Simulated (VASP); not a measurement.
# B (Fd-3m) in VASP: a series of runs

One crystal, B, is run at these levels: r2SCAN; tasks: relaxation of cell and atoms, single point.

Everything below comes from runs of VASP 6.6.1. Logs are shortened: lines on timing, memory, paths and dates and some standing lists are left out, and cuts for length are marked.

### Step 1. The structure

It takes space group Fd-3m (No. 227, cubic). Conventional cell: a = 3.996 Å, b = 3.996 Å, c = 3.996 Å, α = 90.00°, β = 90.00°, γ = 90.00°. B (site symmetry -43m) is surrounded by 4 B at 1.73 Å.

The cell was built by a generator and needn't be a form met in nature.

### Step 2. Relaxation of cell and atoms, r2SCAN

The input, POSCAR:

```
B
1.0
    0.0000000000      1.9980803089      1.9980803089
    1.9980803089      0.0000000000      1.9980803089
    1.9980803089      1.9980803089      0.0000000000
B
2
Direct
    0.5000000000      0.5000000000      0.5000000000
    0.7500000000      0.7500000000      0.7500000000
```

The input, INCAR.step1:

```
ALGO     = Normal         # electronic algorithm
EDIFF    = 1E-4           # SCF threshold, eV
ENCUT    = 600            # plane-wave cutoff, eV
GGA      = PE             # functional
ISMEAR   = 0              # smearing method
LASPH    = T              # aspherical terms in the spheres
LCHARG   = F              # write CHGCAR
LREAL    = F              # projectors in reciprocal space
LWAVE    = T              # write WAVECAR
NELM     = 60             # most SCF steps
PREC     = Accurate       # precision mode
SIGMA    = 0.1            # smearing width, eV
```

The input, INCAR.step2:

```
ALGO     = Normal         # electronic algorithm
EDIFF    = 1E-6           # SCF threshold, eV
EDIFFG   = -0.04          # ionic threshold
ENCUT    = 600            # plane-wave cutoff, eV
IBRION   = 2              # ionic algorithm
ISIF     = 3              # what is computed and relaxed
ISMEAR   = 0              # smearing method
ISTART   = 1            
LASPH    = T              # aspherical terms in the spheres
LCHARG   = F              # write CHGCAR
LMIXTAU  = T            
LREAL    = F              # projectors in reciprocal space
LWAVE    = F              # write WAVECAR
METAGGA  = R2SCAN         # meta-GGA
NELM     = 60             # most SCF steps
NSW      = 90             # ionic steps
PREC     = Accurate       # precision mode
SIGMA    = 0.1            # smearing width, eV
```

The input, KPOINTS:

```
k-points
0
Gamma
  8 8 8
```

Potentials or basis: VASP PAW PBE potentials, release 64 (B).

The run is started by

```sh
$ cat potpaw_PBE.64/B/POTCAR > POTCAR
$ cp INCAR.step1 INCAR
$ mpirun -np 1 vasp_std > vasp.out
$ cp INCAR.step2 INCAR
$ mpirun -np 1 vasp_std > vasp.out
```

OUTCAR:

```text
EDIFF = 1E-6
   EDIFFG = -0.04
   ENCUT = 600
   IBRION = 2
   ISIF = 3
   ISMEAR = 0
   ISTART = 1
   LASPH = T
   LREAL = F
   METAGGA = R2SCAN
   NELM = 60
   NSW = 90
   PREC = Accurate

 ion  position               nearest neighbor table
   1  0.500  0.500  0.500-   2 1.73   2 1.73   2 1.73   2 1.73
   2  0.750  0.750  0.750-   1 1.73   1 1.73   1 1.73   1 1.73

  LATTYP: Found a face centered cubic cell.
 ALAT       =     3.9961606178

  Lattice vectors:

 A1 = (   0.0000000000,   1.9980803089,   1.9980803089)
 A2 = (   1.9980803089,   0.0000000000,   1.9980803089)
 A3 = (   1.9980803089,   1.9980803089,   0.0000000000)

Analysis of symmetry for initial positions (statically):
=====================================================================
 Subroutine PRICEL returns:
 Original cell was already a primitive cell.

 Routine SETGRP: Setting up the symmetry group for a
 face centered cubic supercell.

 Subroutine GETGRP returns: Found 48 space group operations
 (whereof 24 operations were pure point group operations)
 out of a pool of 48 trial point group operations.

The static configuration has the point symmetry T_d .
 The point group associated with its full space group is O_h .

Analysis of symmetry for dynamics (positions and initial velocities):
=====================================================================
 Subroutine PRICEL returns:
 Original cell was already a primitive cell.

 Routine SETGRP: Setting up the symmetry group for a
 face centered cubic supercell.

 Subroutine GETGRP returns: Found 48 space group operations
 (whereof 24 operations were pure point group operations)
 out of a pool of 48 trial point group operations.

The dynamic configuration has the point symmetry T_d .
 The point group associated with its full space group is O_h .

 Subroutine INISYM returns: Found 48 space group operations
 (whereof 24 operations are pure point group operations),
 and found     1 'primitive' translations

----------------------------------------------------------------------------------------

                                     Primitive cell

  volume of cell :      15.9540

  direct lattice vectors                    reciprocal lattice vectors
     0.000000000  1.998080309  1.998080309    -0.250240192  0.250240192  0.250240192
     1.998080309  0.000000000  1.998080309     0.250240192 -0.250240192  0.250240192
     1.998080309  1.998080309  0.000000000     0.250240192  0.250240192 -0.250240192

  length of vectors
[... 99 lines left out ...]
   IALGO  =     38    algorithm
   IMIX   =      4    mixing-type and parameters
     AMIX     =   0.40;   BMIX     =  1.00
     AMIX_MAG =   1.60;   BMIX_MAG =  1.00
  volume/ion in A,a.u.               =       7.98        53.83
  Fermi-wavevector in a.u.,A,eV,Ry     =   1.181687  2.233064 18.998947  1.396383
  Thomas-Fermi vector in A             =   2.317955
   LORBIT       =      0    0 simple, 1 ext, 2 COOP (PROOUT), +10 PAW based schemes
   METAGGA = R2SCAN    functional components
   LHFCALC =     F    Hartree Fock is set to
   AEXX    =    0.0000 exact exchange contribution
   IVDW    =     0    specifies the selected vdW correction
   LEPSILON=     F    determine dielectric tensor
   LRPA    =     F    only Hartree local field effects (RPA)
 conjugate gradient relaxation of ions
 non-spin polarized calculation
 Gauss-broadening in eV      SIGMA  =   0.10
  energy-cutoff  :      600.00
  volume of cell :       15.95
 maximum number of plane-waves:       544
   NGX = 11   NGY = 11   NGZ = 11

--------------------------------------- Ionic step        1  -------------------------------------------

 number of electron       6.0000000 magnetization

 Free energy of the ion-electron system (eV)
  ---------------------------------------------------
  ext. energy  EPLUGINS =         0.00000000
  ---------------------------------------------------
  free energy    TOTEN  =       -12.68510304 eV

  energy without entropy =      -12.67943945  energy(sigma->0) =      -12.68227124

------------------------ aborting loop because EDIFF is reached ----------------------------------------

  FORCE on cell =-STRESS in cart. coord.  units (eV):
  Direction    XX          YY          ZZ          XY          YZ          ZX
  --------------------------------------------------------------------------------------
  -------------------------------------------------------------------------------------
  Total        0.8311530      0.8311530      0.8311530      0.0000000     -0.0000000      0.0000000
  in kB       83.4685284     83.4685284     83.4685284      0.0000000     -0.0000000      0.0000000
  external PRESSURE =      83.4685284 kB  Pullay stress =       0.0000000 kB
[... 59 lines left out ...]
--------------------------------------- Ionic step        3  -------------------------------------------

 number of electron       6.0000000 magnetization

 Free energy of the ion-electron system (eV)
  ---------------------------------------------------
  ext. energy  EPLUGINS =         0.00000000
  ---------------------------------------------------
  free energy    TOTEN  =       -12.70258746 eV

  energy without entropy =      -12.69729652  energy(sigma->0) =      -12.69994199

 E-fermi :   3.7026     XC(G=0): -11.8736

 val. band max:        3.6231332866   @ k =   0.3750   0.2500   0.0000
 cond. band min:       3.7523017912   @ k =  -0.3750   0.2500   0.1250
 fundamental gap:      0.1291685046
 Fermi energy:         3.7025791289

 k-point     1 :       0.0000    0.0000    0.0000
  band No.  band energies     occupation
      1     -10.0098      2.00000
      2       8.0574      0.00000
      3       8.0574      0.00000
      4       8.0575      0.00000
      5      12.3356      0.00000
      6      12.3356      0.00000
      7      12.3356      0.00000
[... 221 lines left out ...]
 k-point    24 :      -0.3750    0.2500    0.1250
  band No.  band energies     occupation
      1      -4.1315      2.00000
      2      -2.7632      2.00000
      3       2.5590      2.00000
      4       3.7523      0.48194
      5      14.2237      0.00000
      6      15.8842      0.00000
      7      19.7465      0.00000

 [... further k-points ...]

------------------------ aborting loop because EDIFF is reached ----------------------------------------

  FORCE on cell =-STRESS in cart. coord.  units (eV):
  Direction    XX          YY          ZZ          XY          YZ          ZX
  --------------------------------------------------------------------------------------
  -------------------------------------------------------------------------------------
  Total        0.0060480      0.0060480      0.0060480      0.0000000      0.0000000      0.0000000
  in kB        0.5820947      0.5820947      0.5820947      0.0000000      0.0000000      0.0000000
  external PRESSURE =       0.5820947 kB  Pullay stress =       0.0000000 kB
[... 17 lines left out ...]
  FREE ENERGIE OF THE ION-ELECTRON SYSTEM (eV)
  ---------------------------------------------------
  free  energy   TOTEN  =       -12.7025874589 eV

  energy  without entropy=      -12.6972965186  energy(sigma->0) =      -12.69994199

 reached required accuracy - stopping structural energy minimisation
```

OSZICAR.step1:

```text
N       E                     dE             d eps       ncg     rms          rms(c)
DAV:   1     0.304960198258E+01    0.30496E+01   -0.35049E+03   406   0.860E+02
DAV:   2    -0.116128146019E+02   -0.14662E+02   -0.14115E+02   588   0.105E+02
DAV:   3    -0.117261292328E+02   -0.11331E+00   -0.11233E+00   469   0.108E+01
DAV:   4    -0.117261883837E+02   -0.59151E-04   -0.59151E-04   637   0.237E-01
DAV:   5    -0.117261883919E+02   -0.81276E-08   -0.81251E-08   441   0.195E-03    0.310E+00
DAV:   6    -0.115672360394E+02    0.15895E+00   -0.95258E-02   455   0.233E+00    0.186E+00
DAV:   7    -0.115049556136E+02    0.62280E-01   -0.12863E-01   497   0.272E+00    0.256E-01
DAV:   8    -0.115053636156E+02   -0.40800E-03   -0.55726E-04   462   0.284E-01    0.275E-02
DAV:   9    -0.115053659832E+02   -0.23676E-05   -0.51189E-05   378   0.603E-02
   1 F= -.11505366E+02 E0= -.11502099E+02  d E =-.653351E-02
```

Run time: 37 s. Hardware: 1 thread of Intel Xeon Platinum 8559C (Emerald Rapids), shared host; peak memory 0.13 GiB.

Results:

```yaml
Free_energy: -12.7026 eV
Relaxed_volume: 8.32 Å³/atom
Relaxed_cell: a = 2.866 Å, b = 2.866 Å, c = 2.866 Å, α = 60.00°, β = 60.00°, γ = 60.00°
Space_group_after_relaxing_to_0.05_Å: Fd-3m (No. 227)
Energy_gained_by_relaxing: 8.7 meV/atom
Ionic_steps: 3
Pressure_after_relaxing: 0.1 GPa
Band_gap_on_the_k_mesh: none (metal or under the smearing width)
```

Step by step:
| step | energy change (eV) | largest force (eV/Å) | pressure (GPa) | volume (Å³) |
| --- | --- | --- | --- | --- |
| 1 | 0.0000 | 0.0000 | 8.35 | 15.95 |
| 2 | -0.0148 | 0.0000 | -3.00 | 16.93 |
| 3 | -0.0175 | 0.0000 | 0.06 | 16.65 |

Final structure:
```
B
1.0
     0.00000    2.02659    2.02659
     2.02659    0.00000    2.02659
     2.02659    2.02659    0.00000
B
2
Direct
  0.50000 0.50000 0.50000
  0.75000 0.75000 0.75000
```

Levels at points of the mesh, in eV from the Fermi level:
```tsv
k point	band 1	band 2	band 3	band 4	band 5	band 6	band 7
(0.00, 0.00, 0.00)	-13.71	4.35	4.35	4.35	8.63	8.63	8.63
(0.50, 0.00, 0.00)	-8.67	-7.37	1.84	1.84	10.80	10.80	12.52
(0.50, 0.50, 0.00)	-6.39	-6.39	-1.35	-1.35	7.63	7.63	19.52
```

Caveat: the PAW data sets were made with another functional, which shifts forces and pressure a little.

### Step 3. Single point, r2SCAN

This run uses another cell than the first one, of 7.62 Å³/atom, 0.955 times its volume.

The input, POSCAR:

```
B
1.0
    2.2130123495      0.0000000000      0.0000000000
   -1.1065061747      1.9165249135      0.0000000000
    0.0000000000      0.0000000000      3.5918362432
B
2
Direct
    0.3333333333      0.6666666667      0.2500000000
    0.6666666667      0.3333333333      0.7500000000
```

The input, INCAR.step1:

```
SYSTEM = B
ALGO = Normal ; EDIFF = 1E-4
ENCUT = 520 ; GGA = PE
ISMEAR = 0 ; LASPH = .True.
LCHARG = .False. ; LREAL = .False.
LWAVE = .True. ; NBANDS = 10
NELM = 100 ; PREC = Accurate
SIGMA = 0.1
```

The input, INCAR.step2:

```
SYSTEM = B
ALGO = Normal ; EDIFF = 1E-6
ENCUT = 520 ; ISIF = 2
ISMEAR = 0 ; ISTART = 1
LASPH = .True. ; LCHARG = .True.
LELF = .True. ; LMIXTAU = .True.
LREAL = .False. ; LVHAR = .True.
LWAVE = .False. ; METAGGA = R2SCAN
NBANDS = 10 ; NELM = 100
PREC = Accurate ; SIGMA = 0.1
```

The input, KPOINTS:

```
k-points
0
Gamma
  9 9 6
  0 0 0
```

Potentials or basis: VASP PAW PBE potentials, release 64 (B).

The run is started by

```sh
$ cat potpaw_PBE.64/B/POTCAR > POTCAR
$ cp INCAR.step1 INCAR
$ mpirun -np 1 vasp_std > vasp.out
$ cp INCAR.step2 INCAR
$ mpirun -np 1 vasp_std > vasp.out
```

It used 13 s of CPU time on 1 thread of Intel(R) Xeon(R) Platinum 8559C (Emerald Rapids), on a shared host, which was overloaded at the time.

Results (log left out):

* Free energy: -10.8379 eV
* Pressure: -38.4 GPa
* Band gap on the k mesh: none (metal or under the smearing width)

Stress tensor (GPa, compression positive):
```
-44.80   0.00   0.00
  0.00 -44.80   0.00
  0.00   0.00 -25.65
```

Levels at points of the mesh, in eV from the Fermi level:
```tsv
k point	band 1	band 2	band 3	band 4	band 5	band 6
(0.00, 0.00, 0.00)	-17.23	-8.12	-5.47	11.44	11.44	13.90
(0.00, 0.00, 0.50)	-14.66	-14.66	5.46	5.46	12.71	12.71
```

Caveat: the k mesh is coarse (spacing up to 0.36 Å⁻¹), so the values aren't converged; a pressure of tens of GPa on the cell as given is suspect, and the run, the potentials or the cell itself is likely at fault; the PAW data sets were made with another functional, which shifts forces and pressure a little.
